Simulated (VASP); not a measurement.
# Nb (Im-3m) in VASP: elastic constants with LDA

Aim: the elastic constants of Nb with LDA.

Everything below comes from runs of VASP 6.6.1. Logs are shortened: lines on timing, memory, paths and dates and some standing lists are left out, and cuts for length are marked.

## Step 1: The structure

The structure is cubic, space group Im-3m (No. 229). The conventional cell has a = 3.318 Å, b = 3.318 Å, c = 3.318 Å, α = 90.00°, β = 90.00°, γ = 90.00°. Nb (site symmetry m-3m) has 8 Nb at 2.87 Å as nearest neighbours.

## Step 2: Elastic constants, LDA

Contents of POSCAR:

```
Nb
1.0
   -1.6588161900      1.6588161900      1.6588161900
    1.6588161900     -1.6588161900      1.6588161900
    1.6588161900      1.6588161900     -1.6588161900
Nb
1
Direct
    0.0000000000      0.0000000000      0.0000000000
```

Contents of INCAR.step1:

```
SYSTEM = Nb
PREC = Accurate ; ENCUT = 600
EDIFF = 1E-8 ; ISMEAR = 0
SIGMA = 0.1 ; LREAL = .False.
LASPH = .True. ; NELM = 100
ALGO = Normal ; ISIF = 3
LWAVE = .False. ; LCHARG = .False.
IBRION = 2 ; NSW = 40
EDIFFG = -0.002
```

Contents of INCAR.step2:

```
SYSTEM = Nb
PREC = Accurate ; ENCUT = 600
EDIFF = 1E-8 ; ISMEAR = 0
SIGMA = 0.1 ; LREAL = .False.
LASPH = .True. ; NELM = 100
ALGO = Normal ; ISIF = 3
LWAVE = .False. ; LCHARG = .False.
IBRION = 6 ; NFREE = 2
POTIM = 0.015 ; NSW = 1
```

Contents of KPOINTS:

```
Automatic mesh
0
Gamma
  24 24 24
  0 0 0
```

Potentials or basis: VASP PAW LDA potentials, release 64 (Nb_sv).

Command:

```
> cat potpaw_LDA.64/Nb_sv/POTCAR > POTCAR
> cp INCAR.step1 INCAR
> mpirun -np 1 vasp_std > vasp.out
> cp CONTCAR POSCAR
> cp INCAR.step2 INCAR
> mpirun -np 1 vasp_std > vasp.out
```

OUTCAR:

```text
SYSTEM = Nb
   PREC = Accurate
   ENCUT = 600
   EDIFF = 1E-8
   ISMEAR = 0
   LREAL = .False.
   LASPH = .True.
   NELM = 100
   ISIF = 3
   IBRION = 6
   NFREE = 2
   POTIM = 0.015
   NSW = 1

 ion  position               nearest neighbor table
   1  0.000  0.000  0.000-

  LATTYP: Found a body centered cubic cell.
 ALAT       =     3.2464969148

  Lattice vectors:

 A1 = (  -1.6232484574,   1.6232484574,   1.6232484574)
 A2 = (   1.6232484574,  -1.6232484574,   1.6232484574)
 A3 = (   1.6232484574,   1.6232484574,  -1.6232484574)

Analysis of symmetry for initial positions (statically):
=====================================================================
 Subroutine PRICEL returns:
 Original cell was already a primitive cell.

 Routine SETGRP: Setting up the symmetry group for a
 body centered cubic supercell.

 Subroutine GETGRP returns: Found 48 space group operations
 (whereof 48 operations were pure point group operations)
 out of a pool of 48 trial point group operations.

The static configuration has the point symmetry O_h .

Analysis of symmetry for dynamics (positions and initial velocities):
=====================================================================
 Subroutine PRICEL returns:
 Original cell was already a primitive cell.

 Routine SETGRP: Setting up the symmetry group for a
 body centered cubic supercell.

 Subroutine GETGRP returns: Found 48 space group operations
 (whereof 48 operations were pure point group operations)
 out of a pool of 48 trial point group operations.

The dynamic configuration has the point symmetry O_h .

 Subroutine INISYM returns: Found 48 space group operations
 (whereof 48 operations are pure point group operations),
 and found     1 'primitive' translations

----------------------------------------------------------------------------------------

                                     Primitive cell

  volume of cell :      17.1086

  direct lattice vectors                    reciprocal lattice vectors
    -1.623248457  1.623248457  1.623248457     0.000000000  0.308024319  0.308024319
     1.623248457 -1.623248457  1.623248457     0.308024319  0.000000000  0.308024319
     1.623248457  1.623248457 -1.623248457     0.308024319  0.308024319  0.000000000

  length of vectors
     2.811548802  2.811548802  2.811548802     0.435612169  0.435612169  0.435612169

  position of ions in fractional coordinates (direct lattice)
     0.000000000  0.000000000  0.000000000

  ion indices of the primitive-cell ions
   primitive index   ion index
                 1           1

----------------------------------------------------------------------------------------

 KPOINTS: Automatic mesh

Automatic generation of k-mesh.
 Grid dimensions read from file:
 generate k-points for:   24   24   24

 Generating k-lattice:

  Cartesian coordinates                     Fractional coordinates (reciprocal lattice)
     0.000000000  0.012834347  0.012834347     0.041666667  0.000000000  0.000000000
     0.012834347  0.000000000  0.012834347     0.000000000  0.041666667  0.000000000
     0.012834347  0.012834347  0.000000000     0.000000000  0.000000000  0.041666667

  Length of vectors
[... 93 lines left out ...]

--------------------------------------- Ionic step        1  -------------------------------------------

 number of electron      13.0000001 magnetization

 Free energy of the ion-electron system (eV)
  ---------------------------------------------------
  ext. energy  EPLUGINS =         0.00000000
  ---------------------------------------------------
  free energy    TOTEN  =       -11.26043978 eV

  energy without entropy =      -11.25369359  energy(sigma->0) =      -11.25706668

------------------------ aborting loop because EDIFF is reached ----------------------------------------

  FORCE on cell =-STRESS in cart. coord.  units (eV):
  Direction    XX          YY          ZZ          XY          YZ          ZX
  --------------------------------------------------------------------------------------
  -------------------------------------------------------------------------------------
  Total       -0.0000441     -0.0000441     -0.0000441      0.0000000     -0.0000000     -0.0000000
  in kB       -0.0041345     -0.0041345     -0.0041345      0.0000000     -0.0000000     -0.0000000
  external PRESSURE =      -0.0041345 kB  Pullay stress =       0.0000000 kB
[... 86 lines left out ...]
  FREE ENERGIE OF THE ION-ELECTRON SYSTEM (eV)
  ---------------------------------------------------
  free  energy   TOTEN  =       -11.2569476675 eV

  energy  without entropy=      -11.2501869925  energy(sigma->0) =      -11.25356733

[... ionic steps 4 to 12 ...]

--------------------------------------- Ionic step       13  -------------------------------------------

 number of electron      13.0000001 magnetization

------------------------ aborting loop because EDIFF is reached ----------------------------------------
[... 65 lines left out ...]
--------------------------------------- Ionic step       15  -------------------------------------------

 number of electron      13.0000000 magnetization

 Free energy of the ion-electron system (eV)
  ---------------------------------------------------
  ext. energy  EPLUGINS =         0.00000000
  ---------------------------------------------------
  free energy    TOTEN  =       -11.26043967 eV

  energy without entropy =      -11.25369348  energy(sigma->0) =      -11.25706658

 E-fermi :  11.7288     XC(G=0): -12.9815

 val. band max:       11.7272251130   @ k =   0.0833   0.0833   0.0000
 cond. band min:      11.7310566023   @ k =  -0.3333   0.5000   0.0417
 fundamental gap:      0.0038314893
 Fermi energy:        11.7288097105

 k-point     1 :       0.0000    0.0000    0.0000
  band No.  band energies     occupation
      1     -42.2834      2.00000
      2     -17.6102      2.00000
      3     -17.6102      2.00000
      4     -17.6102      2.00000
      5       5.7170      2.00000
      6      12.0485      0.00001
      7      12.0485      0.00001
      8      12.0485      0.00001
      9      15.1262      0.00000
     10      15.1262      0.00000
[... 287 lines left out ...]
 k-point    24 :       0.4583    0.0417    0.0000
  band No.  band energies     occupation
      1     -41.9744      2.00000
      2     -19.2089      2.00000
      3     -18.1207      2.00000
      4     -17.6397      2.00000
      5       7.8371      2.00000
      6       9.9113      2.00000
      7      14.0696      0.00000
      8      15.1723      0.00000
      9      16.0339      0.00000
     10      18.6005      0.00000

 [... further k-points ...]
[... 5 lines left out ...]
  --------------------------------------------------------------------------------------
  -------------------------------------------------------------------------------------
  Total       -0.0001122     -0.0001122     -0.0001122      0.0000000     -0.0000000     -0.0000000
  in kB       -0.0105073     -0.0105073     -0.0105073      0.0000000     -0.0000000     -0.0000000
  external PRESSURE =      -0.0105073 kB  Pullay stress =       0.0000000 kB
[... 16 lines left out ...]
  FREE ENERGIE OF THE ION-ELECTRON SYSTEM (eV)
  ---------------------------------------------------
  free  energy   TOTEN  =       -11.2604396743 eV

  energy  without entropy=      -11.2536934818  energy(sigma->0) =      -11.25706658

 INTERNAL STRAIN TENSORS FROM STRAINED CELLS
 ============================================

 INTERNAL STRAIN TENSOR FOR ION    1 for displacements in x,y,z  (eV/Angst):
          X           Y           Z          XY          YZ          ZX
  --------------------------------------------------------------------------------
  x     0.00000     0.00000     0.00000    -0.00000     0.00000     0.00000
  y    -0.00000    -0.00000    -0.00000     0.00000     0.00000     0.00000
  z    -0.00000     0.00000    -0.00000     0.00000     0.00000    -0.00000

 INTERNAL STRAIN TENSORS FROM DISPLACED ATOMS
 ============================================

 INTERNAL STRAIN TENSOR FOR ION    1 for displacements in x,y,z  (eV/Angst):
          X           Y           Z          XY          YZ          ZX
  --------------------------------------------------------------------------------
  x     0.00000     0.00000     0.00000     0.00000     0.00000     0.00000
  y     0.00000     0.00000     0.00000     0.00000     0.00000     0.00000
  z     0.00000     0.00000     0.00000     0.00000     0.00000     0.00000

 Eigenvectors and eigenvalues of the dynamical matrix
 ----------------------------------------------------

   1 f/i=    0.000000 THz     0.000000 2PiTHz    0.000000 cm-1     0.000000 meV
             X         Y         Z           dx          dy          dz
      0.000000  0.000000  0.000000     0.421111   -0.907009    0.000000

   2 f/i=    0.000000 THz     0.000000 2PiTHz    0.000000 cm-1     0.000000 meV
             X         Y         Z           dx          dy          dz
      0.000000  0.000000  0.000000    -0.907009   -0.421111    0.000000

   3 f/i=    0.000000 THz     0.000000 2PiTHz    0.000000 cm-1     0.000000 meV
             X         Y         Z           dx          dy          dz
      0.000000  0.000000  0.000000     0.000000    0.000000    1.000000

--------------------------------------------------------------------------------------------------------

 ELASTIC MODULI CONTR FROM IONIC RELAXATION (kBar)
 Direction    XX          YY          ZZ          XY          YZ          ZX
 --------------------------------------------------------------------------------
 XX           0.0000      0.0000      0.0000      0.0000      0.0000      0.0000
 YY           0.0000      0.0000      0.0000      0.0000      0.0000      0.0000
 ZZ           0.0000      0.0000      0.0000      0.0000      0.0000      0.0000
 XY           0.0000      0.0000      0.0000      0.0000      0.0000      0.0000
 YZ           0.0000      0.0000      0.0000      0.0000      0.0000      0.0000
 ZX           0.0000      0.0000      0.0000      0.0000      0.0000      0.0000
 --------------------------------------------------------------------------------

 TOTAL ELASTIC MODULI (kBar)
 Direction    XX          YY          ZZ          XY          YZ          ZX
 --------------------------------------------------------------------------------
 XX        2836.5621   1455.7427   1455.7427      0.0000     -0.0000      0.0000
 YY        1455.7427   2836.5621   1455.7427      0.0000      0.0000      0.0000
 ZZ        1455.7427   1455.7427   2836.5621     -0.0000      0.0000     -0.0000
 XY           0.0000      0.0000     -0.0000    137.0036      0.0000      0.0000
 YZ          -0.0000      0.0000      0.0000      0.0000    137.0036      0.0000
 ZX           0.0000      0.0000     -0.0000      0.0000      0.0000    137.0036
 --------------------------------------------------------------------------------
```

Wall time 32 min (1 thread of Intel Xeon Platinum 8375C at 2.90GHz (Ice Lake), shared host); peak memory 1.4 GiB.

What came out:

- Relaxed volume: 17.11 Å³/atom
- Relaxed cell: a = 2.812 Å, b = 2.812 Å, c = 2.812 Å, α = 109.47°, β = 109.47°, γ = 109.47°
- Space group after relaxing (to 0.05 Å): Im-3m (No. 229)
- Elastic constants C11, C12, C44: 284, 146, 14 GPa
- Voigt bulk modulus: 192 GPa

The path:
```tsv
step	energy change (eV)	largest force (eV/Å)	pressure (GPa)	volume (Å³)
1	0.0000	0.0000	-11.00	18.26
2	0.1229	0.0000	29.56	15.14
3	-0.0415	0.0000	-0.49	17.15
4	-0.0416	0.0000	-0.06	17.11
5	-0.0416	0.0000	0.19	17.09
6	-0.0416	0.0000	-0.30	17.14
7	-0.0416	0.0000	0.00	17.11
```

Final structure:
```
Nb
1.0
    -1.62325    1.62325    1.62325
     1.62325   -1.62325    1.62325
     1.62325    1.62325   -1.62325
Nb
1
Direct
  0.00000 0.00000 0.00000
```

Elastic tensor in Voigt notation (GPa, in the Cartesian axes of the cell as first typed):
```
284 146 146   0   0   0
146 284 146   0   0   0
146 146 284   0   0   0
  0   0   0  14   0   0
  0   0   0   0  14   0
  0   0   0   0   0  14
```

Clamped-ion elastic tensor (GPa):
```
284 146 146   0   0   0
146 284 146   0   0   0
146 146 284   0   0   0
  0   0   0  14   0   0
  0   0   0   0  14   0
  0   0   0   0   0  14
```
